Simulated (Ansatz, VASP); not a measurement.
# GaP in two plane-wave programs, part 2 of 2

Aim: how closely do two programs agree when they are given the same cell, functional and k mesh? The cell is taken from a series of runs on this material, whose earlier steps may have relaxed, scaled, displaced or heated it; both programs get it as it stands.

VASP 6.6.1 and Ansatz 0.2.0.

So far: Set-up; VASP: zone-centre phonons, LDA.

### Step 3. Ansatz: zone-centre phonons, LDA

Level of this step: Ansatz beside VASP: Kohn-Sham DFT, plane waves, LDA (Ansatz).

Ansatz runs on its PAW soft_1 files.

The same cell, functional (in two slightly different forms) and mesh now go to Ansatz, which takes its cutoff from its data sets.

input.yaml reads:

```yaml
crystal:
  lattice:
    - [0.0411136431, 2.7354632194, 2.6594611596]
    - [2.7354632194, 0.0411136431, 2.6594611596]
    - [2.7765768624, 2.7765768624, -1.0e-10]
  atoms:
    - { symbol: P, position: [0.7521116491, 0.7521116491, 0.7478883509] }
    - { symbol: Ga, position: [-0.0021116491, -0.0021116491, 0.0021116491] }
kpoints:
  mp_grid: { grid: [12, 12, 12] }
hamiltonian:
  xc: lda
  pseudopotentials: { kind: paw, azcp: { folder: soft_1 }, xc_functional: pbe }
scf:
  occupations: { method: fixed }
output:
  eigenvalues: true
phonons:
  method: dfpt
```

On the command line:

```console
$ ansatz run input.yaml --threads 4 --pin off --max-ram 10240MiB --backend cpu --events-out ev --progress --plain --runs-dir out
```

Numbers of over 12 decimals in the logs are rounded to 6 here.

What it wrote:

```text
zone centre: on kpoints.mp_grid the ground state, and the responses unless they are solved on pairs of k-points, stand on 476 of the mesh's 1728 k-points, reduced under 2 symmetry operations, with k and −k counted as one. Each operation leaves every solved displacement unchanged or reverses it
Engine: ansatz 0.2.0, aarch64-unknown-linux-gnu
Pseudopotentials: kind: paw
Pseudopotential: P, paw, valence charge 5, recommended cutoff 420 eV (normal), soft_1/P.paw.azcp
Pseudopotential: Ga, paw, valence charge 13, recommended cutoff 420 eV (normal), soft_1/Ga.paw.azcp
Functional definition: SPW92
  exchange = slater_x
  correlation = pw_c
Crystal: 2 atoms, lattice volume = 39.791 Å³
Basis set: ecut = 420 eV, 773 PW (Γ), exchange–correlation on 54×54×54 points (8 copies of the dense FFT grid, shifted against one another)
Bands: 13, of which v1, the nominal top of the filled ones, is band 9 counted from 1 (8 counted from 0)
Symmetry: 4 space group operations
k-points: 476 of 1728 (irreducible under 2 space group operations, time reversal used)
Non-local potential: P, projectors of the file, l = 0: 2, l = 1: 2, l = 2: 1
Non-local potential: Ga, projectors of the file, l = 0: 2, l = 1: 2, l = 2: 3, l = 3: 1
PAW form: soft (Blöchl's): semilocal exchange-correlation on the pseudo side does not see the compensation charge
PAW frozen core: P, regenerated for the run's functional, and the local potential with it (the file was generated under x = pbe(κ = 0.804, μ = 0.219515), c = pbe(β = 0.066725))
PAW frozen core: Ga, regenerated for the run's functional, and the local potential with it (the file was generated under x = pbe(κ = 0.804, μ = 0.219515), c = pbe(β = 0.066725))
PAW one-centre angular grid: P, 110 points (default); XC on 64 Gauss nodes
PAW one-centre angular grid: Ga, 590 points (default); XC on 64 Gauss nodes
Initial density: superposition of atomic densities (chi_scale 0.1, normalization cell, long waves kept (reshape's long-wave potential 0.00 eV rms))
Initial wavefunctions: pseudopotential atomic-orbital guess
Functional: x = slater, c = lda
SCF iter   1: F=—  HF=-4433.948363 eV  |F-HF|=—  |Δ(HF+E_count)|=         —  Δρ=4.42e-2  dr2=6.53e-1  ethr=3.10e-3  ⟨swp⟩=5.0  Hψ=33394  notcnv=0  defer=927
preconditioner: auto → none  [insulator: Δε(μ)=1.547 eV  Ē_g=15.440 eV  n_scr=14 (ndim 8)  ℏωp=25.0 eV  f_vac=0.000  ε∞_Penn≈3.6]
SCF iter   2: F=—  HF=-4433.775654 eV  |F-HF|=—  |Δ(HF+E_count)|=   1.73e-1  Δρ=2.00e-2  dr2=9.00e-2  ethr=3.10e-3  ⟨swp⟩=2.1  Hψ=11339  notcnv=0  defer=888
SCF iter   3: F=—  HF=-4433.761912 eV  |F-HF|=—  |Δ(HF+E_count)|=   1.37e-2  Δρ=5.15e-3  dr2=1.06e-2  ethr=5.00e-4  ⟨swp⟩=3.0  Hψ=11395  notcnv=0  defer=940
SCF iter   4: F=—  HF=-4433.757965 eV  |F-HF|=—  |Δ(HF+E_count)|=   3.95e-3  Δρ=2.26e-3  dr2=7.33e-4  ethr=5.88e-5  ⟨swp⟩=2.9  Hψ=12024  notcnv=0  defer=952
SCF iter   5: F=—  HF=-4433.757643 eV  |F-HF|=—  |Δ(HF+E_count)|=   3.22e-4  Δρ=5.15e-4  dr2=4.02e-5  ethr=4.07e-6  ⟨swp⟩=2.0  Hψ=11424  notcnv=0  defer=952
SCF iter   6: F=—  HF=-4433.757643 eV  |F-HF|=—  |Δ(HF+E_count)|=   1.67e-7  Δρ=3.41e-5  dr2=3.13e-7  ethr=2.24e-7  ⟨swp⟩=2.3  Hψ=7591  notcnv=0  defer=559
SCF iter   7: F=—  HF=-4433.757643 eV  |F-HF|=—  |Δ(HF+E_count)|=   1.14e-7  Δρ=6.35e-6  dr2=1.66e-8  ethr=1.74e-9  ⟨swp⟩=2.1  Hψ=10505  notcnv=0  defer=276
SCF iter   8: F=—  HF=-4433.757643 eV  |F-HF|=—  |Δ(HF+E_count)|=   5.49e-9  Δρ=1.59e-6  dr2=5.31e-10  ethr=9.21e-11  ⟨swp⟩=2.0  Hψ=7772  notcnv=0  defer=276
SCF iter   9: F=-4433.757643 eV  HF=-4433.757643 eV  |F-HF|=1.82e-12  |Δ(HF+E_count)|=  9.55e-11  Δρ=1.60e-7  dr2=4.34e-12  ethr=1.00e-12  ⟨swp⟩=9.0  Hψ=44410  notcnv=0
SCF 1 converged in 9 iterations: F = -4433.757643 eV  dr2 = 4.34e-12
  greatest PAW one-centre occupation: 0.994 electrons in one spin orbital (limit 2), on the Ga atom at site 1 (counted from 0), in its partial waves of l = 2
DFPT response loops at Γ: preconditioner auto → none (the input reference at scf.mixing.eps_inf says where Resta's filter doesn't serve); β = 0.50; Broyden in place of MSR1
SCF converged after 9 iterations
Free energy (F): -4433.757643 eV
Harris-Foulkes:  -4433.757643 eV  (|F-HF|=1.82e-12)
Internal energy: -4433.757643 eV  (E = F + TS)
E sigma→0 (E₀):  -4433.757643 eV
Fermi energy:    7.137689 eV
--- Per-component energies (eV) ---
  E_band       = -61.476893
  E_kinetic    = 181.571110
  E_local      = -1668.932780  (includes V_loc(G=0)·N_el)
  E_nonlocal   = -57.380425
  E_hartree    = 1010.161998
  E_xc         = -135.672782
  E_vxc        = -118.238424  (∫ρ·V_xc dr)
  E_paw        = -2445.055615  (= ΣΔE_a)
  E_vpaw       = -418.820199  (= ΣTr[D̂ρ^β])
  E_aug_tail   = -0.000219  (compensation charges beyond the density's cutoff)
  E_ewald      = -1320.294763
  E_core_change = 1.845833  (= ΣΔE_core)
  E_smearing   = -0.000000  (= −TS)
  E_closure    = 0.000000  (closes the sum)
  Σ components = -4433.757643   (vs F -4433.757643, Δ=0.00e0)
--- Band table (eV; the first three rows and the last of 476) ---
  k-point 0: bands = [... 5 lower, -5.6010, 6.8893, 7.1046, 7.1377, 8.7538, 10.6871, 10.8337, 11.0324]
  k-point 1: bands = [... 5 lower, -5.5107, 6.0114, 6.9643, 6.9864, 9.3224, 10.8536, 11.0241, 11.1948]
  k-point 2: bands = [... 5 lower, -5.2458, 4.4963, 6.7068, 6.7180, 9.4682, 11.2591, 11.5415, 11.9671]
  k-point 475: bands = [... 5 lower, -2.4388, 0.2460, 3.9732, 4.3320, 8.2037, 8.7141, 17.5195, 17.6738]
--- Phonons (Γ-DFPT): 4 representative perturbations + reference, on 476 of 1728 k-points (Σ response iterations 12) ---
  k mesh reduced under 2 symmetry operations, with k and −k counted as one. Each operation leaves every solved displacement unchanged or reverses it
  ASR residual: 6.816e-5 → 0.000e0 eV/Å²; symmetrization residual: 1.906e-6 eV/Å²
  ASR residual per site (eV/Å²): 5.79e-5 6.82e-5
  Γ frequencies (cm⁻¹): 0.00 0.00 0.00 351.16 357.01 363.95
  non-analytic LO–TO correction: not included (Born effective charges unavailable; polar crystals: no LO–TO splitting at Γ)
```

### Step 4. Side by side

Known differences besides the potentials themselves: the two LDA forms differ slightly; fixed occupations in Ansatz, narrow Gaussian smearing in VASP; the cutoff is 420 eV in Ansatz and 500 eV in VASP; VASP's log shows a relativistic correction to its local exchange, Ansatz's none. Total energies have different zeros and are not compared.

Both answers:

```
             quantity  Ansatz   VASP  difference
optical mode 1 (cm⁻¹)   351.2  351.0     +0.05 %
optical mode 2 (cm⁻¹)   357.0  356.9     +0.04 %
optical mode 3 (cm⁻¹)   363.9  363.6     +0.09 %
```

Modes are paired by rising frequency, not by their patterns, so a pair may set unlike modes beside each other; they are those without the splitting of longitudinal modes.

### Step 5. Outcome

```yaml
r_m_s_difference_of_the_optical_zone_centre_modes_each_program_s_sorted_by_frequency_zone_centre_phonons_lda: 0.24 cm⁻¹
```

In words: The r.m.s. difference of the optical zone-centre modes, each program's sorted by frequency is 0.24 cm⁻¹ (zone-centre phonons, LDA). How closely two codes agree says nothing of how well the functional describes the real material.

[Lines on the potential files, build, host, timing and source positions are cut from VASP's logs without a mark.]

[Logs are printed without paths, hosts, clocks, repeated set-up lines and the standing remarks that a program may print on its own settings, such as how far it seeks lower states.]

[Hosts, paths, dates, database ids (printed as entryN), source tags and the programs' standing remarks are cut or masked in the printed files.]
